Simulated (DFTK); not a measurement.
Runs of DFTK 0.8.2 on TePb. The structure is cubic, space group Fm-3m (No. 225). The conventional cell has a = 6.462 Å, b = 6.462 Å, c = 6.462 Å, α = 90.00°, β = 90.00°, γ = 90.00°. Pb (site symmetry m-3m) has 6 Te at 3.23 Å as nearest neighbours. Te (site symmetry m-3m) is surrounded by 6 Pb at 3.23 Å. 

```csv
task,level,potentials or basis,k mesh,cutoff (eV),valence electrons,SCF solver,mesh quality,gap on the mesh (eV),pressure (GPa),V0 of scaled cells (Å³/atom),B0 (GPa)
band structure,PBEsol,SPMS 1.0 (PBE),6 × 6 × 6,816,"Pb 14, Te 16",-,not flagged,0.66,-0.5,-,-
equation of state,r2SCAN,"cp2k.nc.sr.pbe.v0_1.largecore.gth (PBE, GTH, large core)",4 × 4 × 4,707,"Pb 4, Te 6",-,coarse,-,-,35.26,41
equation of state,rSCAN,"cp2k.nc.sr.pbe.v0_1.largecore.gth (PBE, GTH, large core)",5 × 5 × 5,707,"Pb 4, Te 6",ScfAndersonSolver,not flagged,-,-,(c),40
equation of state,PBEsol,SPMS 1.0 (PBE),4 × 4 × 4,816,"Pb 14, Te 16",-,coarse,-,-,(a),(b)
band structure,OLYP,SG15 1.2 (PBE),6 × 6 × 6,952,"Pb 14, Te 16",-,not flagged,0.95,3.6,-,-
```

Alike in all rows: no spin polarisation; cell as given; smearing fermi-dirac 0.05 eV.

Question: Fill in the values left out.

Answer: (a) 33.34; (b) 45; (c) 35.35.

Caveats: some runs use coarse meshes; the potentials were made for another functional, which shifts forces and pressure; spin-orbit coupling is left out, which as a rule narrows the gap of such compounds by several tenths of an eV (some runs); GTH potentials come without recommended cutoffs, and this one wasn't checked for convergence (some runs); the program warned that the kinetic-energy density falls under its von Weizsäcker bound, which can give unphysical results (some runs); this set keeps more shells in the core, which shifts pressures and gaps (some runs).

A k mesh can miss the band edges, and the runs leave out spin-orbit coupling on Pb, Te.

Runs at the PBE level aren't shown here.
